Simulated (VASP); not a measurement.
# TiPbO4 (R-3m) in VASP: density of states with PBE

Aim: the density of states of TiPbO4 with PBE.

Program: VASP 6.6.1. These are calculated values, not measurements. Logs are shortened: lines on timing, memory, paths and dates and some standing lists are left out, and cuts for length are marked.

## (1) The crystal as given

It takes space group R-3m (No. 166, trigonal). Conventional cell: a = 3.548 Å, b = 3.548 Å, c = 18.512 Å, α = 90.00°, β = 90.00°, γ = 120.00°. Ti (site symmetry -3m) is surrounded by 8 O at 2.14 to 2.16 Å. Pb (site symmetry -3m) is surrounded by 8 O at 2.25 to 2.45 Å. O (site symmetry 3m) has 1 Ti at 2.16 Å and 3 Pb at 2.25 Å as nearest neighbours. O (site symmetry 3m) is surrounded by 3 Ti at 2.14 Å and 3 O at 2.41 Å and 1 Pb at 2.45 Å.

The cell was built by a generator and needn't be a form met in nature.

## (2) Density of states, PBE

The input, POSCAR:

```
TiPbO4                                  
1.0
    1.7740481855      1.0242471951      6.1705898937
   -1.7740481855      1.0242471951      6.1705898937
    0.0000000000     -2.0484943902      6.1705898937
  Ti              Pb              O             
     1     1     4
Direct
     0.5000000000000000    0.5000000000000000    0.5000000000000000
     0.0000000000000000    0.0000000000000000    0.0000000000000000
     0.6165677786075957    0.6165677786075957    0.6165677786075957
     0.3834322213924042    0.3834322213924042    0.3834322213924042
     0.8676830335908117    0.8676830335908117    0.8676830335908117
     0.1323169664091881    0.1323169664091881    0.1323169664091881
```

The input, INCAR.step1:

```
PREC     = Accurate       # precision mode
ENCUT    = 520            # plane-wave cutoff, eV
EDIFF    = 1E-6           # SCF threshold, eV
ISMEAR   = 0              # smearing method
SIGMA    = 0.03           # smearing width, eV
LREAL    = F              # projectors in reciprocal space
LASPH    = T              # aspherical terms in the spheres
NELM     = 60             # most SCF steps
ALGO     = Normal         # electronic algorithm
ISIF     = 2              # what is computed and relaxed
LWAVE    = F              # write WAVECAR
LCHARG   = T              # write CHGCAR
LMAXMIX  = 4              # l up to which the mixer works
GGA      = PE             # functional
NBANDS   = 34             # bands
KPAR     = 4
```

The input, KPOINTS.step1:

```
Automatic mesh
0
Gamma
  8 8 8
```

The input, INCAR.step2:

```
PREC     = Accurate       # precision mode
ENCUT    = 520            # plane-wave cutoff, eV
EDIFF    = 1E-6           # SCF threshold, eV
ISMEAR   = -5             # smearing method
SIGMA    = 0.03           # smearing width, eV
LREAL    = F              # projectors in reciprocal space
LASPH    = T              # aspherical terms in the spheres
NELM     = 60             # most SCF steps
ALGO     = Normal         # electronic algorithm
ISIF     = 2              # what is computed and relaxed
LWAVE    = F              # write WAVECAR
LCHARG   = F              # write CHGCAR
LMAXMIX  = 4              # l up to which the mixer works
GGA      = PE             # functional
LORBIT   = 11             # projections on sites
NBANDS   = 34             # bands
KPAR     = 4            
NEDOS    = 2001           # points of the DOS
ICHARG   = 11             # starting density
```

The input, KPOINTS.step2:

```
Automatic mesh
0
Gamma
  12 12 12
```

Potentials or basis: VASP PAW PBE potentials, release 64 (Ti_sv, Pb_d, O).

On the command line:

```sh
> cat potpaw_PBE.64/Ti_sv/POTCAR potpaw_PBE.64/Pb_d/POTCAR potpaw_PBE.64/O/POTCAR > POTCAR
> cp INCAR.step1 INCAR
> cp KPOINTS.step1 KPOINTS
> mpirun -np 4 vasp_std > vasp.out
> cp INCAR.step2 INCAR
> cp KPOINTS.step2 KPOINTS
> mpirun -np 4 vasp_std > vasp.out
```

OUTCAR:

```text
PREC = Accurate
   ENCUT = 520
   EDIFF = 1E-6
   ISMEAR = -5
   LREAL = F
   LASPH = T
   NELM = 60
   ISIF = 2
   GGA = PE
   LORBIT = 11
   ICHARG = 11

 ion  position               nearest neighbor table
   1  0.500  0.500  0.500-   6 2.14   5 2.14   6 2.14   6 2.14   5 2.14   5 2.14   4 2.16   3 2.16

   2  0.000  0.000  0.000-   3 2.25   4 2.25   3 2.25   3 2.25   4 2.25   4 2.25   6 2.45   5 2.45

   3  0.617  0.617  0.617-   1 2.16   2 2.25   2 2.25   2 2.25
   4  0.383  0.383  0.383-   1 2.16   2 2.25   2 2.25   2 2.25
   5  0.868  0.868  0.868-   1 2.14   1 2.14   1 2.14   2 2.45
   6  0.132  0.132  0.132-   1 2.14   1 2.14   1 2.14   2 2.45

  LATTYP: Found a trigonal (rhomboedric) cell.
 ALAT       =     6.5017312246
 COS(alpha) =     0.8510972244

  Lattice vectors:

 A1 = (   1.7740481855,   1.0242471951,   6.1705898937)
 A2 = (  -1.7740481855,   1.0242471951,   6.1705898937)
 A3 = (   0.0000000000,  -2.0484943902,   6.1705898937)

Analysis of symmetry for initial positions (statically):
=====================================================================
 Subroutine PRICEL returns:
 Original cell was already a primitive cell.

 Routine SETGRP: Setting up the symmetry group for a
 trigonal (rhombohedral) supercell.

 Subroutine GETGRP returns: Found 12 space group operations
 (whereof 12 operations were pure point group operations)
 out of a pool of 12 trial point group operations.

The static configuration has the point symmetry D_3d.

Analysis of symmetry for dynamics (positions and initial velocities):
=====================================================================
 Subroutine PRICEL returns:
 Original cell was already a primitive cell.

 Routine SETGRP: Setting up the symmetry group for a
 trigonal (rhombohedral) supercell.

 Subroutine GETGRP returns: Found 12 space group operations
 (whereof 12 operations were pure point group operations)
 out of a pool of 12 trial point group operations.

The dynamic configuration has the point symmetry D_3d.

 Subroutine INISYM returns: Found 12 space group operations
 (whereof 12 operations are pure point group operations),
 and found     1 'primitive' translations

----------------------------------------------------------------------------------------

                                     Primitive cell

[... 112 lines left out ...]
   NUPDOWN=      -1.0000    fix difference up-down
   EMIN   =  10.00;   EMAX   =-10.00  energy-range for DOS
   EFERMI =   0.00;   METHOD = LEGACY
   ISMEAR =    -5;   SIGMA  =   0.03  broadening in eV -4-tet -1-fermi 0-gaus
   EFERMI_NEDOS =   21; number of points for ismear=-14 and -15
   IALGO  =     38    algorithm
   IMIX   =      4    mixing-type and parameters
     AMIX     =   0.40;   BMIX     =  1.00
     AMIX_MAG =   1.60;   BMIX_MAG =  1.00
  volume/ion in A,a.u.               =      11.21        75.66
  Fermi-wavevector in a.u.,A,eV,Ry     =   1.482912  2.802298 29.919603  2.199029
  Thomas-Fermi vector in A             =   2.596639
   LORBIT       =     11    0 simple, 1 ext, 2 COOP (PROOUT), +10 PAW based schemes
   GGA     = PE    functional components
   LHFCALC =     F    Hartree Fock is set to
   AEXX    =    0.0000 exact exchange contribution
   IVDW    =     0    specifies the selected vdW correction
   LEPSILON=     F    determine dielectric tensor
   LRPA    =     F    only Hartree local field effects (RPA)
 non-spin polarized calculation
 Fermi weights with tetrahedron method with Bloechl corrections
  energy-cutoff  :      520.00
  volume of cell :       67.27
 maximum number of plane-waves:      1858

 number of electron      50.0000002 magnetization

 Free energy of the ion-electron system (eV)
  ---------------------------------------------------
  ext. energy  EPLUGINS =         0.00000000
  ---------------------------------------------------
  free energy    TOTEN  =       -41.17801637 eV

  energy without entropy =      -41.17801637  energy(sigma->0) =      -41.17801637

 E-fermi :   6.5858     XC(G=0): -11.6125

 val. band max:        6.5837789579   @ k =   0.5000   0.5000   0.0000
 cond. band min:       7.1253777942   @ k =   0.0000   0.0000   0.0000
 fundamental gap:      0.5415988363
 Fermi energy:         6.5858328447

 k-point     1 :       0.0000    0.0000    0.0000
  band No.  band energies     occupation
      1     -50.9550      2.00000
      2     -27.2149      2.00000
      3     -27.0135      2.00000
      4     -27.0135      2.00000
      5     -13.0409      2.00000
      6     -11.3593      2.00000
[... 877 lines left out ...]
     33      15.7041      0.00000
     34      15.9663      0.00000

 [... further k-points ...]

------------------------ aborting loop because EDIFF is reached ----------------------------------------

  FORCE on cell =-STRESS in cart. coord.  units (eV):
  Direction    XX          YY          ZZ          XY          YZ          ZX
  --------------------------------------------------------------------------------------
  -------------------------------------------------------------------------------------
  Total       -0.0245523     -0.0245523     -0.0145741     -0.0000000     -0.0000000      0.0000000
  in kB       -0.5847299     -0.5847299     -0.3470913     -0.0000000     -0.0000000      0.0000000
  external PRESSURE =      -0.5055171 kB  Pullay stress =       0.0000000 kB

 VOLUME and BASIS-vectors are now :
 -----------------------------------------------------------------------------
  energy-cutoff  :      520.00
  volume of cell :       67.27
      direct lattice vectors                 reciprocal lattice vectors
     1.774048186  1.024247195  6.170589894     0.281841274  0.162721136  0.054019687
    -1.774048186  1.024247195  6.170589894    -0.281841274  0.162721136  0.054019687
     0.000000000 -2.048494390  6.170589894     0.000000000 -0.325442271  0.054019687

 POSITION                                       TOTAL-FORCE (eV/Angst)
 -----------------------------------------------------------------------------------
      0.00000      0.00000      9.25588         0.000000      0.000000      0.000000
      0.00000      0.00000      0.00000         0.000000      0.000000      0.000000
      0.00000      0.00000     11.41376         0.000000     -0.000000      0.002162
      0.00000      0.00000      7.09801         0.000000      0.000000     -0.002162
      0.00000      0.00000     16.06235         0.000000      0.000000      0.000791
      0.00000      0.00000      2.44942         0.000000      0.000000     -0.000791
 -----------------------------------------------------------------------------------
    total drift:                               -0.000000      0.000000     -0.000000

  FREE ENERGIE OF THE ION-ELECTRON SYSTEM (eV)
  ---------------------------------------------------
  free  energy   TOTEN  =       -41.1780163720 eV

  energy  without entropy=      -41.1780163720  energy(sigma->0) =      -41.17801637

 total charge

# of ion       s       p       d       tot
------------------------------------------
    1        2.168   6.183   1.569   9.920
    2        1.049   0.724  10.010  11.783
    3        1.590   3.405   0.000   4.995
    4        1.590   3.405   0.000   4.995
    5        1.579   3.409   0.000   4.988
    6        1.579   3.409   0.000   4.988
--------------------------------------------------
tot          9.555  20.536  11.579  41.670
```

OSZICAR.step1:

```text
N       E                     dE             d eps       ncg     rms          rms(c)
DAV:   1     0.670244316512E+03    0.67024E+03   -0.24984E+04  4444   0.181E+03
DAV:   2     0.379320981728E+02   -0.63231E+03   -0.58685E+03  4882   0.515E+02
DAV:   3    -0.482208225747E+02   -0.86153E+02   -0.83198E+02  5816   0.196E+02
DAV:   4    -0.537290093963E+02   -0.55082E+01   -0.54807E+01  6396   0.448E+01
DAV:   5    -0.539826873708E+02   -0.25368E+00   -0.25356E+00  6384   0.747E+00    0.221E+01
DAV:   6    -0.423414780974E+02    0.11641E+02   -0.45147E+01  6148   0.704E+01    0.135E+01
DAV:   7    -0.421282127306E+02    0.21327E+00   -0.19133E+01  5528   0.372E+01    0.754E+00
DAV:   8    -0.414147109193E+02    0.71350E+00   -0.82120E-01  5072   0.912E+00    0.414E+00
DAV:   9    -0.413361375526E+02    0.78573E-01   -0.12438E+00  6268   0.111E+01    0.389E+00
DAV:  10    -0.411930934336E+02    0.14304E+00   -0.32219E-01  5982   0.487E+00    0.114E+00
DAV:  11    -0.411786493712E+02    0.14444E-01   -0.32753E-02  6106   0.156E+00    0.341E-01
DAV:  12    -0.411777903927E+02    0.85898E-03   -0.59794E-03  6018   0.708E-01    0.987E-02
DAV:  13    -0.411778858177E+02   -0.95425E-04   -0.80254E-04  5256   0.303E-01    0.677E-02
DAV:  14    -0.411779723070E+02   -0.86489E-04   -0.10276E-04  6626   0.988E-02    0.870E-02
DAV:  15    -0.411778733859E+02    0.98921E-04   -0.35627E-04  6516   0.171E-01    0.178E-02
DAV:  16    -0.411778718449E+02    0.15411E-05   -0.28127E-05  4960   0.440E-02    0.874E-03
DAV:  17    -0.411778718591E+02   -0.14270E-07   -0.36459E-06  5140   0.177E-02
   1 F= -.41177872E+02 E0= -.41177872E+02  d E =-.113099E-17
```

It took 2.2 min on 4 MPI ranks of Intel Xeon 6975P-C (Granite Rapids), shared host; peak memory 0.59 GiB.

What came out:

```
Valence electrons inside the program's atomic spheres : Ti 9.92; Pb 11.78; O 5.00, 4.99
```

Levels at points of the mesh, in eV from the valence-band top:
| k point | band 21 | band 22 | band 23 | band 24 | band 25 | band 26 | band 27 | band 28 | band 29 | band 30 |
| --- | --- | --- | --- | --- | --- | --- | --- | --- | --- | --- |
| (0.00, 0.00, 0.00) | -2.48 | -2.48 | -1.21 | -0.67 | -0.67 | 0.54 | 1.76 | 1.76 | 3.82 | 4.94 |
| (0.50, 0.00, 0.00) | -2.05 | -1.62 | -1.47 | -1.41 | -0.09 | 1.78 | 1.84 | 1.94 | 2.89 | 3.57 |
| (0.50, 0.50, 0.00) | -2.92 | -2.58 | -1.21 | -0.85 | 0.00 | 0.81 | 1.95 | 2.86 | 3.23 | 3.86 |
| (0.50, 0.50, 0.50) | -2.55 | -2.55 | -2.15 | -0.69 | -0.69 | 1.38 | 1.71 | 1.71 | 3.15 | 4.89 |

States per cell in windows of 0.5 eV (zero at the valence-band top; states under -8 eV left out):
```csv
from (eV),total,Ti1_d,O5_p,O6_p,O3_p,O4_p,Pb2_p
-8.0,0.32,0.00,0.00,0.00,0.03,0.03,0.00
-7.5,0.24,0.00,0.00,0.00,0.03,0.03,0.00
-7.0,0.17,0.00,0.00,0.00,0.02,0.02,0.00
-6.5,0.04,0.00,0.00,0.00,0.00,0.00,0.00
-6.0,0.68,0.03,0.04,0.04,0.11,0.11,0.07
-5.5,1.42,0.05,0.07,0.07,0.28,0.28,0.14
-5.0,2.14,0.13,0.21,0.21,0.34,0.34,0.14
-4.5,1.86,0.17,0.29,0.29,0.19,0.19,0.05
-4.0,2.32,0.17,0.34,0.34,0.30,0.30,0.05
-3.5,2.41,0.17,0.30,0.30,0.40,0.40,0.06
-3.0,1.84,0.13,0.23,0.23,0.33,0.33,0.04
-2.5,2.45,0.14,0.29,0.29,0.48,0.48,0.04
-2.0,0.99,0.06,0.14,0.14,0.18,0.18,0.01
-1.5,2.43,0.22,0.51,0.51,0.28,0.28,0.02
-1.0,2.35,0.20,0.59,0.59,0.21,0.21,0.01
-0.5,1.26,0.04,0.39,0.39,0.07,0.07,0.00
0.0,0.00,0.00,0.00,0.00,0.00,0.00,0.00
0.5,0.54,0.13,0.03,0.03,0.06,0.06,0.00
1.0,1.35,0.36,0.06,0.06,0.18,0.18,0.00
1.5,1.77,1.42,0.02,0.02,0.04,0.04,0.01
2.0,1.27,0.87,0.05,0.05,0.05,0.05,0.01
2.5,1.13,0.60,0.05,0.05,0.09,0.09,0.00
3.0,1.19,0.86,0.06,0.06,0.02,0.02,0.02
3.5,2.64,1.89,0.11,0.11,0.10,0.10,0.03
4.0,1.52,1.03,0.17,0.17,0.01,0.01,0.00
4.5,0.63,0.44,0.07,0.07,0.00,0.00,0.00
5.0,0.00,0.00,0.00,0.00,0.00,0.00,0.00
5.5,0.07,0.01,0.00,0.00,0.00,0.00,0.02
6.0,0.42,0.02,0.02,0.02,0.01,0.01,0.12
6.5,0.94,0.04,0.03,0.03,0.06,0.06,0.26
7.0,0.89,0.03,0.03,0.03,0.07,0.07,0.25
7.5,0.53,0.01,0.02,0.02,0.04,0.04,0.16
```

Spin-orbit coupling is left out, which matters for the levels of Pb.
